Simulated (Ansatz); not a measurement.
# InP: all-electron results

```yaml
crystal:
  lattice:
    - [0.00000, 2.85500, 2.85500]
    - [2.85500, 0.00000, 2.85500]
    - [2.85500, 2.85500, 0.00000]
  atoms:
    - { symbol: In, position: [0.00000, 0.00000, 0.00000] }
    - { symbol: P, position: [0.50000, 0.50000, 0.50000] }
```

Atom numbers follow the list: In1, P2.

The geometry is COD entry 1538565, unchecked; take it as a test cell.

No spin–orbit coupling, which matters for the heavy atoms here.

All numbers are computed: DFT, PBE, all-electron LAPW, scalar-relativistic (Ansatz 0.2.0); DFT, PBE, PAW with Ansatz's default frozen-core files, scalar-relativistic (Ansatz 0.2.0).

For LAPW: a Γ-centred 11×11×11 k mesh, Fermi–Dirac smearing of 0.03 eV, basis error target 0.25 meV/atom, no spin polarisation. PAW takes a cutoff of 420 eV at this cell. The Ansatz runs share mesh, smearing and spin set-up. Values come from LAPW unless marked.

- Pressure at this cell: -5.36 GPa
- Band gap: none: bands cross the Fermi level, a metal
- Density of states at the Fermi level (0.2 eV bin): 1.32 states/eV per cell
- Löwdin charges (with 0.04 e of the cell spilling out of the atomic basis, so their sizes and signs hang on that basis): In1 0.25, P2 -0.22 e
- Bader charges (from the PAW run): In1 +0.85, P2 -0.85 e
- Volume per atom: 23.27 Å³
